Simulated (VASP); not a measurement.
**CsSnI3 and the effect of the dispersion correction**

The cell as given:

```cif
data_structure
_symmetry_space_group_name_H-M 'Pm-3m'
_symmetry_Int_Tables_number 221
_cell_length_a 6.2057
_cell_length_b 6.2057
_cell_length_c 6.2057
_cell_angle_alpha 90.000
_cell_angle_beta 90.000
_cell_angle_gamma 90.000
_cell_volume 238.99
loop_
_atom_site_label
_atom_site_type_symbol
_atom_site_symmetry_multiplicity
_atom_site_Wyckoff_symbol
_atom_site_fract_x
_atom_site_fract_y
_atom_site_fract_z
_atom_site_occupancy
Cs1 Cs 1 a 0.00000 0.00000 0.00000 1
I1 I 3 c 0.50000 0.50000 0.00000 1
Sn1 Sn 1 b 0.50000 0.50000 0.50000 1
```

The cell comes from a database or a generator and needn't be the form met in nature.

The cell was measured well above room temperature.

Kept alike: task relaxation of cell and atoms; functional RPBE; k mesh 4 × 4 × 4; occupations fermi-dirac, width 0.05 eV; no spin polarisation. Program: VASP, PBE PAW files Cs_sv, I, Sn_d, 600 eV. The mesh is that of the run's cell of 5 atoms. No spin-orbit coupling.

| dispersion correction | band gap (eV) | volume (Å³/atom) |
| --- | --- | --- |
| D3(zero) | 0.485 | 49.531 |
| D4 | 0.379 | 48.354 |
| none | 0.785 | 53.465 |

Spin-orbit coupling, left out here, moves the band edges of heavy atoms and can close or invert small gaps. Gaps hold for each row's own relaxed cell. The relaxations keep at least the cell's symmetry (Pm-3m). Relaxations stop with a little pressure left, so the last digits of a volume or edge aren't settled. Runs of this series that gave no sound value for these columns are left out. A gap read on the mesh alone can miss an edge between its points. All rows use potentials made for PBE.

What does the dispersion correction change here?

The band gap runs from 0.379 (D4) to 0.785 eV (none). The volume runs from 48.354 (D4) to 53.465 Å³/atom (none). Against no correction: D3(zero) -7.4 %; D4 -9.6 %. Dispersion terms mostly attract and so lower the volume; the schemes' coefficients and damping set how far.
